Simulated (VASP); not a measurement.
Sb: relaxation of the atoms with PBE+D3(BJ)

The system is Sb.

```xyz
2
Lattice="2.2099 1.2759 3.7018 -2.2099 1.2759 3.7018 0.0000 -2.5518 3.7018" Properties=species:S:1:pos:R:3 pbc="T T T"
Sb    0.0000    0.0000    2.5742
Sb    0.0000    0.0000    8.5311
```

The cell isn't the ideal one: a relaxed cell with its volume scaled by 1.02.

| Item | Value |
| --- | --- |
| Program | VASP 6.6.1 |
| Task | relaxation of the atoms |
| Functional | PBE |
| Dispersion | D3(BJ) |
| Potentials or basis | VASP PAW PBE potentials, release 64 (Sb) |
| Cutoff | 520 eV |
| k mesh | 3 × 3 × 3 |
| Occupations | gaussian, width 0.02 eV |
| Spin | no spin polarisation |
| Further INCAR settings | ALGO = Normal; EDIFF = 1e-07; IBRION = 2; EDIFFG = -0.002; NSW = 80 |

The energy gained by relaxing is 0.3 meV/atom, the ionic steps are 4 and the pressure after relaxing is -1.0 GPa. The band gap on the k mesh is 1.42 eV, direct. The dispersion energy per atom is -0.455 eV.

Stress tensor (GPa, compression positive):
```
-1.04  0.00  0.00
 0.00 -1.04  0.00
 0.00  0.00 -0.81
```

Step by step:
| step | energy change (eV) | largest force (eV/Å) | pressure (GPa) |
| --- | --- | --- | --- |
| 1 | 0.0000 | 0.0792 | -1.14 |
| 2 | -0.0005 | 0.0449 | -1.06 |
| 3 | -0.0007 | 0.0022 | -0.97 |
| 4 | -0.0007 | 0.0000 | -0.96 |

Final structure:
```xyz
2
Lattice="2.2099 1.2759 3.7018 -2.2099 1.2759 3.7018 0.0000 -2.5518 3.7018" Properties=species:S:1:pos:R:3 pbc="T T T"
Sb    0.0000    0.0000    2.5655
Sb    0.0000    0.0000    8.5398
```

Levels at points of the mesh, in eV from the valence-band top:
```
           k point  band 2  band 3  band 4  band 5  band 6  band 7  band 8  band 9
(0.00, 0.00, 0.00)   -4.12   -1.10   -1.10   -0.81    2.73    3.45    3.45    5.81
```

It took 15 s on 1 thread of Intel(R) Xeon(R) Platinum 8488C (Sapphire Rapids), on a shared host, peak memory 0.2 GiB.

Caveat: the k mesh is coarse (spacing up to 0.58 Å⁻¹), so the values aren't converged; spin-orbit coupling is left out, which moves the levels of the heavy elements; an odd mesh through Γ misses points on the zone boundary, where band edges often lie.
